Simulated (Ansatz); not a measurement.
# Zone-centre phonons of SnO at 35 GPa: input and output

Method: Ansatz 0.2.0, DFT PBEsol, scalar-relativistic, plane waves, PAW.

Launched with:
```bash
ansatz run input.yaml --threads 1 --pin off --max-ram 3072MiB --backend cpu --events-out ev --progress --plain --runs-dir out
```

Input (bare energies are in eV):
```yaml
crystal:
  lattice:
    - [3.5360897113, 0.0, 0.0]
    - [0.0, 3.5360897113, 0.0]
    - [0.0, 0.0, 3.9678712336]
  atoms:
    - { symbol: Sn, position: [0.0, 0.5, 0.2931600264] }
    - { symbol: Sn, position: [0.5, 0.0, 0.7068399736] }
    - { symbol: O, position: [0.0, 0.0, 0.0] }
    - { symbol: O, position: [0.5, 0.5, 0.0] }
basis:
  ecutwfc: 420
kpoints:
  mp_grid: { grid: [12, 12, 10] }
hamiltonian:
  xc: pbesol
scf:
  occupations: { method: fermi_dirac, width: 0.15 }
output:
  eigenvalues: true
phonons:
  method: dfpt
  eigenvectors: true
```

The end of the output:
```
--- Phonons (Γ-DFPT): 4 representative perturbations + reference, on 294 of 1440 k-points (Σ response iterations 13) ---
  k mesh reduced under 4 symmetry operations, with k and −k counted as one. Each operation leaves every solved displacement unchanged or reverses it
  ASR residual: 5.353e-5 → 0.000e0 eV/Å²; symmetrization residual: 3.237e-6 eV/Å²
  ASR residual per site (eV/Å²): 1.62e-5 1.62e-5 5.35e-5 5.35e-5
  Γ frequencies (cm⁻¹): 0.00 0.00 0.00 173.86 173.86 261.63 386.08 386.08 432.02 453.13 617.72 617.72
  non-analytic LO–TO correction: not included (Born effective charges unavailable; polar crystals: no LO–TO splitting at Γ)
```

The run took 110 s on 1 thread of Intel(R) Xeon(R) Platinum 8488C (Sapphire Rapids), on a shared host, peak memory 1.5 GiB.

In a metal, frequencies and elastic constants depend on the k mesh and the smearing, soft modes and shear constants most. Spin–orbit coupling is left out, which matters for heavy elements. Other phases may be more stable at this pressure. A semilocal functional can close a gap that the real compound has.